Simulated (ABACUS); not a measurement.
# GaN (P6_3mc) in ABACUS: a series of runs

The runs below take GaN through band structure, equation of state, with PBEsol, r2SCAN.

Everything below comes from runs of ABACUS 3.10.1. Logs are shortened: lines on timing, memory, paths and dates and some standing lists are left out, and cuts for length are marked.

**What was measured.**

From “Studying electronic properties in GaN without electrical contacts using γ-γ vs e−-γ Perturbed Angular Correlations”, 2019, pmc:6823545, for a bulk crystal of GaN: band gap 3.503 ± 0.005 eV (direct).

The runs below are set against these values where they give the same quantity.

### 1 The structure

Symmetry: P6_3mc, No. 186, hexagonal system. Conventional cell: a = 3.180 Å, b = 3.180 Å, c = 5.166 Å, α = 90.00°, β = 90.00°, γ = 120.00°. Ga (site symmetry 3m) is surrounded by 4 N at 1.94 to 1.95 Å. N (site symmetry 3m) has 4 Ga at 1.94 to 1.95 Å as nearest neighbours.

### 2 Band structure, PBEsol

Input file INPUT:

```
INPUT_PARAMETERS
suffix              GaN
calculation         nscf
basis_type          pw
pseudo_dir          ./
symmetry            -1
dft_functional      pbesol
ecutwfc             84.0
pseudo_rcut         10
nspin               1
nbands              28
ks_solver           dav
smearing_method     fd
smearing_sigma      0.00367493
scf_thr             1e-08
scf_nmax            100
mixing_type         broyden
mixing_beta         0.7
init_chg            file
pw_diag_thr         1e-07
out_band            1
kpar                4
```

Input file STRU:

```
ATOMIC_SPECIES
Ga 69.7230 Ga.upf
N 14.0070 N.upf

LATTICE_CONSTANT
1.8897261246

LATTICE_VECTORS
3.1800000000 0.0000000000 0.0000000000
-1.5900000000 2.7539607840 0.0000000000
0.0000000000 0.0000000000 5.1660000000

ATOMIC_POSITIONS
Direct

Ga
0.0
2
0.6666666667 0.3333333333 0.5000000000 1 1 1
0.3333333333 0.6666666667 0.0000000000 1 1 1

N
0.0
2
0.6666666667 0.3333333333 0.8750000000 1 1 1
0.3333333333 0.6666666667 0.3750000000 1 1 1
```

Input file KPT:

```
K_POINTS
12
Line
0.00000000 0.00000000 0.00000000 10 // G
0.50000000 0.00000000 0.00000000 10 // M
0.33333333 0.33333333 0.00000000 10 // K
0.00000000 0.00000000 0.00000000 10 // G
0.00000000 0.00000000 0.50000000 10 // A
0.50000000 0.00000000 0.50000000 10 // L
0.33333333 0.33333333 0.50000000 10 // H
0.00000000 0.00000000 0.50000000 1 // A
0.50000000 0.00000000 0.50000000 10 // L
0.50000000 0.00000000 0.00000000 1 // M
0.33333333 0.33333333 0.00000000 10 // K
0.33333333 0.33333333 0.50000000 1 // H
```

Potentials or basis: PseudoDojo NC SR 0.4.1 PBE standard, plane waves.

Run with:

```bash
$ OMP_NUM_THREADS=1 mpirun -np 4 abacus > log
```

running log:

```text
ABACUS v3.10.1

               Atomic-orbital Based Ab-initio Computation at UStc

 ------------------------------------------------------------------------------------

 READING GENERAL INFORMATION
                           global_out_dir = OUT.GaN/
                           global_in_card = INPUT
                               pseudo_dir = ./
                              orbital_dir =
                                    DSIZE = 4
                                    GSIZE = 1

 READING UNITCELL INFORMATION
                                    ntype = 2
                  lattice constant (Bohr) = 1.88973
              lattice constant (Angstrom) = 1

 READING ATOM TYPE 1
                               atom label = Ga
                      L=0, number of zeta = 1
                      L=1, number of zeta = 1
                      L=2, number of zeta = 1
             number of atom for this type = 2

 READING ATOM TYPE 2
                               atom label = N
                      L=0, number of zeta = 1
                      L=1, number of zeta = 1
                      L=2, number of zeta = 1
             number of atom for this type = 2

                        TOTAL ATOM NUMBER = 4
DIRECT COORDINATES
    atom                   x                   y                   z     mag                  vx                  vy                  vz
taud_Ga1            0.6666666667        0.3333333333        0.5000000000  0.0000        0.0000000000        0.0000000000        0.0000000000
taud_Ga2            0.3333333333        0.6666666667        0.0000000000  0.0000        0.0000000000        0.0000000000        0.0000000000
taud_N1            0.6666666667        0.3333333333        0.8750000000  0.0000        0.0000000000        0.0000000000        0.0000000000
taud_N2            0.3333333333        0.6666666667        0.3750000000  0.0000        0.0000000000        0.0000000000        0.0000000000

                          Volume (Bohr^3) = 305.306
                             Volume (A^3) = 45.2417

 Lattice vectors: (Cartesian coordinate: in unit of a_0)
                +3.18                  +0                  +0
                -1.59            +2.75396                  +0
                   +0                  +0              +5.166
 Reciprocal vectors: (Cartesian coordinate: in unit of 2 pi/a_0)
            +0.314465           +0.181557                  -0
                   -0           +0.363113                  -0
                   +0                  -0           +0.193573
 The esolver type has been set to : ksdft_pw

                PAO radial cut off (Bohr) = 10

 Read in pseudopotential file is Ga.upf
                     pseudopotential type = NC
          exchange-correlation functional = PBE
                 nonlocal core correction = 1
                        valence electrons = 13
                                     lmax = 2
                           number of zeta = 3
                     number of projectors = 6
                           L of projector = 0
                           L of projector = 0
                           L of projector = 1
                           L of projector = 1
                           L of projector = 2
                           L of projector = 2
 XC functional updated to : pbesol
          exchange-correlation functional = PBESOL
                PAO radial cut off (Bohr) = 10

 Read in pseudopotential file is N.upf
                     pseudopotential type = NC
          exchange-correlation functional = PBE
                 nonlocal core correction = 1
                        valence electrons = 5
                                     lmax = 1
                           number of zeta = 2
                     number of projectors = 4
                           L of projector = 0
                           L of projector = 0
                           L of projector = 1
                           L of projector = 1
 XC functional updated to : pbesol
          exchange-correlation functional = PBESOL
[... 50 lines left out ...]

 k(1/93) Iter steps (avg)=13 threshold=1e-07
 k(2/93) Iter steps (avg)=12 threshold=1e-07
 k(3/93) Iter steps (avg)=10 threshold=1e-07
 k(4/93) Iter steps (avg)=10 threshold=1e-07
 k(5/93) Iter steps (avg)=10 threshold=1e-07
 k(6/93) Iter steps (avg)=10 threshold=1e-07
 k(7/93) Iter steps (avg)=14 threshold=1e-07
 k(8/93) Iter steps (avg)=16 threshold=1e-07
 k(9/93) Iter steps (avg)=13 threshold=1e-07

 k(10/93) Iter steps (avg)=11 threshold=1e-07
 k(11/93) Iter steps (avg)=11 threshold=1e-07
 k(12/93) Iter steps (avg)=18 threshold=1e-07
 k(13/93) Iter steps (avg)=14 threshold=1e-07
 k(14/93) Iter steps (avg)=16 threshold=1e-07
 k(15/93) Iter steps (avg)=11 threshold=1e-07
 k(16/93) Iter steps (avg)=28 threshold=1e-07
 k(17/93) Iter steps (avg)=15 threshold=1e-07
 k(18/93) Iter steps (avg)=15 threshold=1e-07
 k(19/93) Iter steps (avg)=16 threshold=1e-07
 k(20/93) Iter steps (avg)=16 threshold=1e-07
 k(21/93) Iter steps (avg)=12 threshold=1e-07
 k(22/93) Iter steps (avg)=12 threshold=1e-07
 k(23/93) Iter steps (avg)=10 threshold=1e-07
 k(24/93) Iter steps (avg)=9 threshold=1e-07
[... levels at 24 k points of this process ...]

 Density error is 0.00000000000
                          Error Threshold = 1.00000000000e-07
----------------------------------------------------------
     Energy           Rydberg                 eV
----------------------------------------------------------
 E_KohnSham     -346.4552852813      -4713.7659820413
 E_KS(sigma->0) -346.4552852813      -4713.7659820407
 E_Harris       -346.4552852813      -4713.7659820413
 E_band         1.9349425985         26.3262446420
 E_one_elec     -103.9768658788      -1414.6778361335
 E_Hartree      86.7098421382        1179.7479257597
 E_xc           -95.1813131699       -1295.0082022334
 E_Ewald        -234.0069483707      -3183.8278694329
 E_entropy(-TS) -0.0000000001        -0.0000000013
 E_descf        0.0000000000         0.0000000000
 E_exx          0.0000000000         0.0000000000
 E_Fermi        0.8591535673         11.6893839725
----------------------------------------------------------

 charge density convergence is achieved
 final etot is -4713.7659820 eV
 EFERMI = 11.689383972 eV

 STATE ENERGY(eV) AND OCCUPATIONS    NSPIN == 1
 1/24 kpoint (Cartesian) = 0.0000 0.0000 0.0000 (3995 pws)
       1       -5.39730      0.0215054
       2       -4.42202      0.0215054
       3       -2.77547      0.0215054
       4       -2.75413      0.0215054
       5       -2.75413      0.0215054
       6       -2.68995      0.0215054
[... 20 lines left out ...]
      27        25.1377        0.00000
      28        26.2819        0.00000

 2/24 kpoint (Cartesian) = 0.015723 0.0090778 0.0000 (3981 pws)
       1       -5.37161      0.0215054
       2       -4.41531      0.0215054
       3       -2.77271      0.0215054
       4       -2.75034      0.0215054
       5       -2.74687      0.0215054
       6       -2.68738      0.0215054
[... 20 lines left out ...]
      27        24.8999        0.00000
      28        26.0965        0.00000

 3/24 kpoint (Cartesian) = 0.031447 0.018156 0.0000 (3971 pws)
       1       -5.29691      0.0215054
       2       -4.39654      0.0215054
       3       -2.76304      0.0215054
       4       -2.73976      0.0215054
       5       -2.72581      0.0215054
       6       -2.67854      0.0215054
[... 20 lines left out ...]
      27        24.2968        0.00000
      28        25.7831        0.00000

 4/24 kpoint (Cartesian) = 0.047170 0.027234 0.0000 (3963 pws)
       1       -5.18049      0.0215054
       2       -4.36947      0.0215054
       3       -2.74733      0.0215054
       4       -2.72468      0.0215054
       5       -2.69166      0.0215054
       6       -2.65710      0.0215054
[... 20 lines left out ...]
      27        23.6792        0.00000
      28        25.6272        0.00000

 5/24 kpoint (Cartesian) = 0.062893 0.036311 0.0000 (3961 pws)
       1       -5.03489      0.0215054
       2       -4.33911      0.0215054
       3       -2.73034      0.0215054
       4       -2.70860      0.0215054
       5       -2.65949      0.0215054
       6       -2.61733      0.0215054
[... 20 lines left out ...]
      27        23.3585        0.00000
      28        25.7727        0.00000

 6/24 kpoint (Cartesian) = 0.078616 0.045389 0.0000 (3955 pws)
       1       -4.87755      0.0215054
       2       -4.31034      0.0215054
       3       -2.71613      0.0215054
       4       -2.69520      0.0215054
       5       -2.63446      0.0215054
       6       -2.58497      0.0215054
[... 20 lines left out ...]
      27        23.4654        0.00000
      28        26.2431        0.00000

[... levels at 18 further k points ...]

 --------------------------------------------
 !FINAL_ETOT_IS -4713.765982041329 eV
 --------------------------------------------

 Output bands in file: OUT.GaN/BANDS_1.dat
```

It took 12 s on 4 MPI ranks of Intel Xeon Platinum 8375C at 2.90GHz (Ice Lake), shared host; peak memory 0.52 GiB.

Results:

| Quantity | Value |
| --- | --- |
| Band gap along the path | 1.89 eV, direct |

Levels at the corners of the path, in eV from the Fermi level:
```
point  band 15  band 16  band 17  band 18  band 19  band 20
    Γ    -2.05    -1.04    -0.97    -0.97     0.92     3.24
    M    -5.31    -3.79    -3.28    -1.98     3.97     4.56
    K    -6.39    -4.06    -4.06    -3.73     4.01     6.86
    Γ    -2.05    -1.04    -0.97    -0.97     0.92     3.24
    A    -1.53    -1.53    -1.53    -1.53     3.24     3.24
    L    -2.96    -2.96    -2.93    -2.93     3.34     3.34
    H    -5.27    -5.27    -2.50    -2.50     5.43     5.43
    A    -1.53    -1.53    -1.53    -1.53     3.24     3.24
    L    -2.96    -2.96    -2.93    -2.93     3.34     3.34
    M    -5.31    -3.79    -3.28    -1.98     3.97     4.56
    K    -6.39    -4.06    -4.06    -3.73     4.01     6.86
    H    -5.27    -5.27    -2.50    -2.50     5.43     5.43
```

Caveat: the density is read from an earlier self-consistent run, whose mesh may be coarse.

[end of part 1 of 2]
